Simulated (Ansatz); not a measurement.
**Relaxation of MnO$_{2}$**

Theory: DFT PBE+U, scalar-relativistic, plane waves, PAW in Ansatz. (420 eV cutoff, 8×8×12 k-mesh, Gaussian smearing of 0.10 eV, collinear spin, U_eff Mn 3.9 eV on d shells)

What was changed: biaxial strain in the a-b plane, c and atoms relaxed: +2.0 %.

With moments and this functional the run may sit in a state above the lowest one.

Command:

```bash
ansatz run input.yaml --threads 1 --pin off --max-ram 2560MiB --backend cpu --events-out ev --progress --plain --runs-dir out
```

Input:

```yaml
crystal:
  lattice:
    - [4.5448416087, 0.0, 0.0]
    - [0.0, 4.5448416087, 0.0]
    - [0.0, 0.0, 2.9080402244]
  atoms:
    - { symbol: Mn, position: [0.0, 0.0, 0.0], spin: 3.05 }
    - { symbol: Mn, position: [0.5, 0.5, 0.5], spin: 3.05 }
    - { symbol: O, position: [0.3060903857, 0.3060903857, 0.0] }
    - { symbol: O, position: [0.1939096143, 0.8060903857, 0.5] }
    - { symbol: O, position: [0.6939096143, 0.6939096143, 0.0] }
    - { symbol: O, position: [0.8060903857, 0.1939096143, 0.5] }
basis:
  ecutwfc: 420
kpoints:
  mp_grid: { grid: [8, 8, 12] }
hamiltonian:
  xc: pbe
  hubbard: { sites: [{ species: Mn, l: d, u_eff: 3.9 }] }
scf:
  occupations: { method: gaussian, width: 0.1 }
output:
  forces: true
  stress: true
  eigenvalues: true
  populations: true
magnetization:
  spin_polarized: true
relax:
  adjacent_minimum: "off"
  f_tol: 0.008
  max_steps: 40
  cell: { stress_tol: 0.015, fix: [a, b, gamma] }
```

F is the free energy. Steps run on the plane waves of an earlier cell, but the last one, and at times one on the way, on a freshly chosen basis, so a repeated geometry can differ a little in energy. The held parts of the cell keep their stress, so P needn't end at zero.

Steps:

| step | F − F(1) (eV) | largest force component (eV/Å) | V (Å³/atom) | P (GPa) |
| --- | --- | --- | --- | --- |
| 1 | 0.0000 | 0.022 | 10.011 | -3.60 |
| 2 | 0.0000 | 0.021 | 10.026 | -3.82 |
| 3 | 0.0002 | 0.000 | 10.043 | -4.13 |
| 4 | -0.0008 | 0.000 | 10.043 | -4.11 |
| 5 | -0.0008 | 0.000 | 10.044 | -4.11 |
| 6 | -0.0008 | 0.000 | 10.044 | -4.11 |

Relaxed structure:

```yaml
crystal:
  lattice:
    - [4.54484, 0.00000, 0.00000]
    - [0.00000, 4.54484, 0.00000]
    - [0.00000, 0.00000, 2.91756]
  atoms:
    - { symbol: Mn, position: [0.00000, 0.00000, 0.00000] }
    - { symbol: Mn, position: [0.50000, 0.50000, 0.50000] }
    - { symbol: O, position: [0.30598, 0.30598, 0.00000] }
    - { symbol: O, position: [0.19402, 0.80598, 0.50000] }
    - { symbol: O, position: [0.69402, 0.69402, 0.00000] }
    - { symbol: O, position: [0.80598, 0.19402, 0.50000] }
```

Symmetry: P4_2/mnm, No. 136, tetragonal system. The conventional cell has a = 4.545 Å, b = 4.545 Å, c = 2.918 Å, α = 90.00°, β = 90.00°, γ = 90.00°. Mn (site symmetry mmm) has 6 O at 1.92 to 1.97 Å as nearest neighbours. O (site symmetry m2m) has 3 Mn at 1.92 to 1.97 Å as nearest neighbours.

The run converged. It took 3.8 min on 1 thread of Arm Neoverse V1, on a shared host, peak memory 0.74 GiB.